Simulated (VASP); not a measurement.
Input of a VASP 6.6.1 run:

Contents of INCAR:

```
  PREC = Accurate
  ENCUT = 520
  EDIFF = 1E-8
  ISMEAR = 0
  SIGMA = 0.1
  LREAL = F
  LASPH = T
  NELM = 60
  ALGO = Fast
  ISIF = 3
  LWAVE = F
  LCHARG = F
  GGA = PE
  NBANDS = 18
  IBRION = 6
  NFREE = 2
  POTIM = 0.015
  NSW = 1
  KPAR = 4
```

File KPOINTS:

```
Automatic mesh
0
Gamma
  12 12 12
```

Contents of POSCAR:

```
Si2W                                    
1.0
   -1.6146558916      1.6146558916      3.9345194171
    1.6146558916     -1.6146558916      3.9345194171
    1.6146558916      1.6146558916     -3.9345194171
  Si              W             
     2     1
Direct
     0.3344506225213806    0.3344506225213806    0.0000000000000000
     0.6655493774786194    0.6655493774786194    0.0000000000000000
     0.0000000000000000    0.0000000000000000    0.0000000000000000
```

Potentials or basis: VASP PAW PBE potentials, release 64 (Si, W_sv).

Command:

```console
$ cat potpaw_PBE.64/Si/POTCAR potpaw_PBE.64/W_sv/POTCAR > POTCAR
$ mpirun -np 4 vasp_std > vasp.out
```

Problem. Estimate the Voigt bulk modulus.

Solution. 219 GPa.

Problem. What does it give for the highest phonon frequency at Γ?

Solution. 437 cm⁻¹.

Clamped-ion elastic tensor (GPa):
```
421 119  96   0   0   0
119 421  96   0   0   0
 96  96 532   0   0   0
  0   0   0 201   0   0
  0   0   0   0 201   0
  0   0   0   0   0 200
```

Caveat: elastic constants of metals need much finer meshes, so these are rough. Spin-orbit coupling is left out, which matters for the levels of W.
